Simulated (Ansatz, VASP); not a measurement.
Au: VASP beside Ansatz

```
Au
1.0
     2.74841    0.00000    0.00000
     0.00000    2.74841    0.00000
     0.00000    0.00000    2.74841
Au
1
Cartesian
  1.3742 1.3742 1.3742
```

The cell was built by a generator and needn't be a form met in nature.

Alike in both runs: task relaxation of cell and atoms; functional LDA; k mesh 10 × 10 × 10; occupations fermi-dirac, width 0.05 eV; no spin polarisation.

|  | VASP | Ansatz |
| --- | --- | --- |
| version | VASP 6.6.1 | Ansatz 0.2.0 |
| potentials or method | VASP PAW LDA potentials, release 64 (Au) | Ansatz PAW |
| plane-wave cutoff (eV) | 600 | 420 |
| valence electrons in the cell | 11 | 19 |

Ansatz gave:

| Quantity | Value |
| --- | --- |
| gap on the k mesh at the Fermi level, each at its own relaxed structure (eV) | none |
| relaxed volume (Å³/atom) | 18.96 |
| relaxed cell length with the largest relative difference (Å) | 2.666 |
| energy change over the relaxation (meV/atom) | -62 |

Estimate VASP's values.

gap on the k mesh at the Fermi level, each at its own relaxed structure (eV): none; relaxed volume (Å³/atom): 19.05; relaxed cell length with the largest relative difference (Å): 2.671; energy change over the relaxation (meV/atom): -56.

A gap of «none» marks a metal or a gap that the smearing closes. The two sets of potentials don't hold the same shells in valence.

Caveats: the plane-wave basis is chosen anew once the cell has moved, so the energies of steps on either side of that aren't comparable (Ansatz); the PAW data sets come from PBE, with cores solved anew for the run's functional, which leaves a small shift of forces and pressure (Ansatz). The runs have no spin-orbit coupling, so splittings on Au are missing.
